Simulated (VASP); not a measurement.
A run of VASP 6.6.1 is set up as follows.

File INCAR:

```
ALGO = Normal ; BPARAM = 11.95
CPARAM = 0.0093 ; EDIFF = 1E-7
EDIFFG = -0.005 ; ENCUT = 600
IBRION = 2 ; ISIF = 3
ISMEAR = 0 ; IVDW_NL = 2
LASPH = True ; LCHARG = False
LMIXTAU = True ; LREAL = False
LUSE_VDW = True ; LWAVE = False
METAGGA = R2SCAN ; NELM = 80
NSW = 90 ; PREC = Accurate
SIGMA = 0.1
```

File KPOINTS:

```
k-points
0
Gamma
  18 18 10
```

Contents of POSCAR:

```
Rh
1.0
    2.6923490400      0.0000000000      0.0000000000
   -1.3461745200      2.3316426600      0.0000000000
    0.0000000000      0.0000000000      4.3966059800
Rh
2
Direct
    0.3333333300      0.6666666700      0.2500000000
    0.6666666700      0.3333333300      0.7500000000
```

Potentials or basis: VASP PAW PBE potentials, release 64 (Rh_pv).

Command:

```sh
$ cat potpaw_PBE.64/Rh_pv/POTCAR > POTCAR
$ mpirun -np 1 vasp_std > vasp.out
```

**Question.** What does it give for the relaxed cell?

**Answer.** a = 2.699 Å, b = 2.699 Å, c = 4.343 Å, α = 90.00°, β = 90.00°, γ = 120.00°.

**Question.** What does it give for the space group after relaxing (to 0.05 Å)?

**Answer.** P6_3/mmc (No. 194).

Final structure:
```xyz
2
Lattice="2.6992 0.0000 0.0000 -1.3496 2.3376 0.0000 0.0000 0.0000 4.3430" Properties=species:S:1:pos:R:3 pbc="T T T"
Rh    0.0000    1.5584    1.0858
Rh    1.3496    0.7792    3.2573
```
